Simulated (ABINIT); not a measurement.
# BN: band structure with LDA

Crystal: BN.

```xyz
8
Lattice="4.8801 0.0000 0.0000 0.0000 2.5915 0.0000 0.0000 0.0000 4.2920" Properties=species:S:1:pos:R:3 pbc="T T T"
N     1.5671    1.9436    0.4570
N     3.3129    0.6479    3.8350
N     0.8729    0.6479    2.6031
N     4.0072    1.9436    1.6890
B     1.6612    0.6479    3.8933
B     0.7788    1.9436    1.7473
B     4.1013    0.6479    2.5448
B     3.2188    1.9436    0.3987
```

Measurements of this composition are mostly on another form, of space group No. 194.

```json
{
 "Program": "ABINIT 10.8.3 (patched build)",
 "Task": "band structure",
 "Functional": "LDA",
 "Potentials or basis": "JTH PAW LDA v2.0",
 "Cutoff": "707 eV",
 "k mesh": "6 × 10 × 6",
 "Occupations": "fermi-dirac, width 0.05 eV",
 "Spin": "no spin polarisation",
 "Fine-grid cutoff": "1306.15 eV"
}
```

```json
{
  "Pressure": "-11.8 GPa",
  "Largest force": "0.133 eV/Å",
  "Band gap on the k mesh": "5.51 eV, indirect (least direct gap 6.10 eV)",
  "Band gap along the path": "5.62 eV, indirect (least direct gap 6.12 eV)"
}
```

Forces in eV/Å, atoms in the order of the input:
```
N    0.132  0.000 -0.014
N   -0.132  0.000  0.014
N   -0.132  0.000 -0.014
N    0.132  0.000  0.014
B   -0.004  0.000  0.014
B    0.004  0.000  0.014
B   -0.004  0.000 -0.014
B    0.004  0.000 -0.014
```

Stress tensor (GPa, compression positive):
```
-10.91   0.00   0.00
  0.00 -12.49   0.00
  0.00   0.00 -11.85
```

Levels at the corners of the path, in eV from the valence-band top:
| point | band 13 | band 14 | band 15 | band 16 | band 17 | band 18 | band 19 | band 20 |
| --- | --- | --- | --- | --- | --- | --- | --- | --- |
| Γ | -0.96 | -0.32 | -0.19 | 0.00 | 6.46 | 7.09 | 7.98 | 8.09 |
| X | -4.25 | -4.25 | -2.15 | -2.15 | 6.10 | 6.10 | 8.32 | 8.32 |
| S | -2.44 | -2.44 | -0.76 | -0.76 | 8.08 | 8.08 | 8.09 | 8.09 |
| Y | -1.46 | -1.46 | -1.37 | -1.37 | 6.10 | 6.10 | 8.44 | 8.44 |
| Γ | -0.96 | -0.32 | -0.19 | 0.00 | 6.46 | 7.09 | 7.98 | 8.09 |
| Z | -1.18 | -1.18 | -0.74 | -0.74 | 5.87 | 5.87 | 8.19 | 8.19 |
| U | -2.78 | -2.78 | -2.78 | -2.78 | 7.16 | 7.16 | 7.16 | 7.16 |
| R | -2.68 | -2.68 | -2.68 | -2.68 | 8.11 | 8.11 | 8.11 | 8.11 |
| T | -1.50 | -1.50 | -1.26 | -1.26 | 5.62 | 5.62 | 8.52 | 8.52 |
| Z | -1.18 | -1.18 | -0.74 | -0.74 | 5.87 | 5.87 | 8.19 | 8.19 |

Run time: 4.5 min on 1 thread of AMD EPYC 7R43 64-Core Processor (Zen 3), with other jobs on the host, peak memory 0.18 GiB.

Caveat: the atomic spheres overlap. A hybrid or GW would open this gap; LDA tends to underestimate it.
